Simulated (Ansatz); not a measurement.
# Hf: response to strain

Aim: deform Hf (zz strain of -1 %) and compute stress, forces and field gradients with LAPW, PAW and all-electron datasets made for the crystal.

Computed with Ansatz 0.2.0 (DFT PBE, scalar-relativistic, unless a step's input says otherwise).

## Step 1: The starting structure

It takes space group Fm-3m (No. 225, cubic). The conventional cell has a = 4.440 Å, b = 4.440 Å, c = 4.440 Å, α = 90.00°, β = 90.00°, γ = 90.00°. Hf (site symmetry m-3m) has 12 Hf at 3.14 Å as nearest neighbours.

As a file:

```
CELL_PARAMETERS angstrom
0.00000 2.22000 2.22000
2.22000 0.00000 2.22000
2.22000 2.22000 0.00000
ATOMIC_POSITIONS crystal
Hf 0.00000 0.00000 0.00000
```

## Step 2: The deformed structure

Space group Fm-3m before, I4/mmm after.

## Step 3: LAPW, all electrons

The input, input.yaml:

```yaml
crystal:
  lattice:
    - [0.0, 2.22, 2.1978]
    - [2.22, 0.0, 2.1978]
    - [2.22, 2.22, 0.0]
  atoms:
    - { symbol: Hf, position: [0.0, 0.0, 0.0] }
kpoints:
  mp_grid: { grid: [13, 13, 13] }
  band_path:
    path:
      - [0.0, 0.0, 0.0]
      - [0.0, 0.5, 0.5]
      - [0.25, 0.75, 0.5]
      - [0.0, 0.5, 0.0]
      - [0.0, 0.0, 0.0]
      - [0.5, 0.5, 0.0]
      - [0.3775380063, 0.6224619937, 0.0]
      - [-0.3775380063, 0.3775380063, 0.0]
      - [0.0, 0.0, 0.0]
    npoints: 5
scf:
  occupations: { method: fermi_dirac, width: 0.03 }
hamiltonian:
  xc: pbe
  pseudopotentials: { kind: all_electron, lapw: { basis_error: 0.001 } }
output:
  forces: true
  stress: true
  eigenvalues: true
```

Started as:

```sh
$ ansatz run input.yaml --threads 1 --pin off --max-ram 3072MiB --backend cpu --events-out ev --progress --plain --runs-dir out
```

## Step 4: PAW with frozen cores

The input, input.yaml:

```yaml
crystal:
  lattice:
    - [0.0, 2.22, 2.1978]
    - [2.22, 0.0, 2.1978]
    - [2.22, 2.22, 0.0]
  atoms:
    - { symbol: Hf, position: [0.0, 0.0, 0.0] }
kpoints:
  mp_grid: { grid: [13, 13, 13] }
scf:
  occupations: { method: fermi_dirac, width: 0.03 }
hamiltonian:
  xc: pbe
  pseudopotentials: { kind: paw }
output:
  forces: true
  stress: true
  eigenvalues: true
  efg: { contact_densities: true }
```

## Step 5: Datasets made for this crystal

input.yaml, as its differences from that of step 4:

```diff
@@ -13,3 +13,3 @@
   xc: pbe
-  pseudopotentials: { kind: paw }
+  pseudopotentials: { kind: all_electron, datasets: crystal }
 output:
```

(Steps that only read results are left out.)

Q: Predict the outcome of this session. Wanted: pressure; largest shear or deviatoric stress.

As calculated:

| quantity | value |
| --- | --- |
| pressure | LAPW 4.46, PAW 4.44, crystal datasets 4.46 GPa |
| largest shear or deviatoric stress (LAPW) | 0.11 GPa |

What this shows: The largest part of the stress beyond the pressure is 0.11 GPa in size, in the zz component. No run of the undeformed cell stands beside it, so the pressure holds what the given cell had before the change. PAW: stress within 0.02 GPa of LAPW. Crystal datasets: stress within 0.01 GPa of LAPW. Spin-orbit coupling is left out, though the cell holds Hf; in elements this heavy it can shift bands and gaps by tenths of an eV.
